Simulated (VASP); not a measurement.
MnS:

```
CELL_PARAMETERS angstrom
-1.83000 -1.05655 5.94184
1.83000 -1.05655 5.94184
0.00000 2.11310 5.94184
ATOMIC_POSITIONS crystal
Mn 0.00000 0.00000 0.00000
Mn 0.50000 0.50000 0.50000
S 0.25000 0.25000 0.25000
S 0.75000 0.75000 0.75000
```

The cell is a database's computed one.

Base run:

```yaml
Program: VASP 6.6.1
Functional: PBEsol
Potentials_or_basis: VASP PAW PBE potentials, release 64 (Mn_pv, S)
Cutoff: 520 eV
k_mesh: 9 × 9 × 9
Occupations: fermi-dirac, width 0.05 eV
Spin: collinear spin, antiferromagnetic start
Starting_moments: "[4.0, -4.0, 0.0, 0.0] μB"
Hubbard_terms: Mn d U = 2 eV
```

Its results: band gap on the k mesh 1.54 eV; pressure -1.9 GPa; net moment 0.00 μB per cell; site moments Mn +4.35, -4.35; S +0.00 μB.

Question: The run is repeated on the same cell with these changes: hubbard terms from Mn d U = 2 eV to Mn d U = 8 eV. What comes out?

Answer: Band gap on the k mesh 2.65 eV; pressure 5.0 GPa; net moment 0.00 μB per cell; site moments Mn +4.66, -4.66; S +0.00 μB.

Caveats: the PAW data sets were made with another functional, which shifts forces and pressure a little; an odd mesh through Γ misses points on the zone boundary, where band edges often lie.

Not every run made on this cell is shown here.
